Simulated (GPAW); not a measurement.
Runs of GPAW 26.7.0 on W. The structure is cubic, space group Im-3m (No. 229). The conventional cell has a = 3.165 Å, b = 3.165 Å, c = 3.165 Å, α = 90.00°, β = 90.00°, γ = 90.00°. W (site symmetry m-3m) is surrounded by 8 W at 2.74 Å. 

| task | level | potentials or basis | spin | band path | band points | spin axis theta (degrees) | spin axis phi (degrees) | soc after scf | pressure (GPa) | V0 of scaled cells (Å³/atom) | B0 (GPa) |
| --- | --- | --- | --- | --- | --- | --- | --- | --- | --- | --- | --- |
| band structure | AM05 | PAW data sets generated in the run's folder for this functional, pw | SOC, no magnetisation | GHNGPH,PN | 100 | 54.7 | 45 | second variation | -4.8 | - | - |
| equation of state | LDA | the program's PAW data sets (release 1.2.1) made for this functional, pw | off | - | - | - | - | - | - | 15.35 | (b) |
| band structure | PBE | GPAW PAW data sets (gpaw-data 1.2.1), pw | SOC, no magnetisation | GHNGPH,PN | 100 | 90 | 0 | second variation | (c) | - | - |
| band structure | LDA | the program's PAW data sets (release 1.2.1) made for this functional, other valence, pw | off | GHNGPH,PN | 80 | - | - | - | -1.1 | - | - |
| equation of state | PBEsol | PAW data sets generated in the run's folder for this functional, pw | off | - | - | - | - | - | - | 15.68 | 318 |
| equation of state | RPBE+D3 | the program's PAW data sets (release 1.2.1) made for this functional, pw | off | - | - | - | - | - | - | 15.78 | (a) |

Alike in all rows: cell as given; k mesh 12 × 12 × 12; cutoff (eV) 600; smearing fermi-dirac 0.05 eV.

Task: Estimate the missing entries.

Result: (a) 311; (b) 327; (c) 5.6.

Caveats: spin-orbit coupling was added after a scalar SCF, so levels and gaps hold it while energy, forces, pressure and moments don't (some runs).

The runs don't all hold the same shells in valence.
